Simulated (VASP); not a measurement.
A run of VASP 6.6.1 is set up as follows.

The input INCAR:

```
ALGO     = Fast           # electronic algorithm
EDIFF    = 1E-6           # SCF threshold, eV
EDIFFG   = -0.01          # ionic threshold
ENCUT    = 600            # plane-wave cutoff, eV
GGA      = CA             # functional
IBRION   = 2              # ionic algorithm
ISIF     = 3              # what is computed and relaxed
ISMEAR   = 1              # smearing method
LASPH    = T              # aspherical terms in the spheres
LCHARG   = F              # write CHGCAR
LREAL    = F              # projectors in reciprocal space
LWAVE    = F              # write WAVECAR
NELM     = 60             # most SCF steps
NSW      = 40             # ionic steps
PREC     = Accurate       # precision mode
SIGMA    = 0.2            # smearing width, eV
```

Contents of Au.cif:

```cif
data_Au
_cell_length_a 2.90000000
_cell_length_b 2.90000000
_cell_length_c 4.88000000
_cell_angle_alpha 90.00000000
_cell_angle_beta 90.00000000
_cell_angle_gamma 120.00000000
_space_group_name_H-M_alt 'P6_3/mmc'
_space_group_name_Hall '-P 6c 2c'
_space_group_IT_number 194
loop_
_space_group_symop_operation_xyz
'x,y,z'
'-x,-y,-z'
'x-y,x,z+1/2'
'-x+y,-x,-z+1/2'
'-y,x-y,z'
'y,-x+y,-z'
'-x,-y,z+1/2'
'x,y,-z+1/2'
'-x+y,-x,z'
'x-y,x,-z'
'y,-x+y,z+1/2'
'-y,x-y,-z+1/2'
'-y,-x,-z+1/2'
'y,x,z+1/2'
'-x,-x+y,-z'
'x,x-y,z'
'-x+y,y,-z+1/2'
'x-y,-y,z+1/2'
'y,x,-z'
'-y,-x,z'
'x,x-y,-z+1/2'
'-x,-x+y,z+1/2'
'x-y,-y,-z'
'-x+y,y,z'
loop_
_atom_site_label
_atom_site_type_symbol
_atom_site_symmetry_multiplicity
_atom_site_Wyckoff_symbol
_atom_site_fract_x
_atom_site_fract_y
_atom_site_fract_z
_atom_site_occupancy
Au1 Au 2 d 0.6666666667 0.3333333333 0.2500000000 1
```

File KPOINTS:

```
k-points
0
Gamma
  11 11 6
```

File POSCAR:

```
Au
 1.0000000000000000
     2.8999999999999999    0.0000000000000000    0.0000000000000000
    -1.4499999999999993    2.5114736709748722    0.0000000000000000
     0.0000000000000000    0.0000000000000000    4.8799999999999999
 Au 
   2
Cartesian
  1.4500000001450000  0.8371578902412415  1.2200000000000000
 -0.0000000001449995  1.6743157807336309  3.6600000000000001
```

Potentials or basis: VASP PAW LDA potentials, release 54 (Au).

The run is started by

```bash
$ ase convert -i cif -o vasp Au.cif POSCAR
$ cat potpaw_LDA.54/Au/POTCAR > POTCAR
$ mpirun -np 1 vasp_std > vasp.out
```

Q: Estimate the relaxed cell.

A: a = 2.848 Å, b = 2.848 Å, c = 4.737 Å, α = 90.00°, β = 90.00°, γ = 120.00°.

Q: What does it give for the relaxed volume?

A: 16.63 Å³/atom.

Q: Predict the band gap on the k mesh.

A: None (metal or under the smearing width).

Final structure:
```yaml
crystal:
  lattice:
    - [2.84762, 0.00000, 0.00000]
    - [-1.42381, 2.46611, 0.00000]
    - [0.00000, 0.00000, 4.73706]
  atoms:
    - { symbol: Au, position: [0.66667, 0.33333, 0.25000] }
    - { symbol: Au, position: [0.33333, 0.66667, 0.75000] }
```

The run has no spin-orbit coupling, so splittings on Au are missing. Zero-point motion and thermal expansion aren't in these numbers.
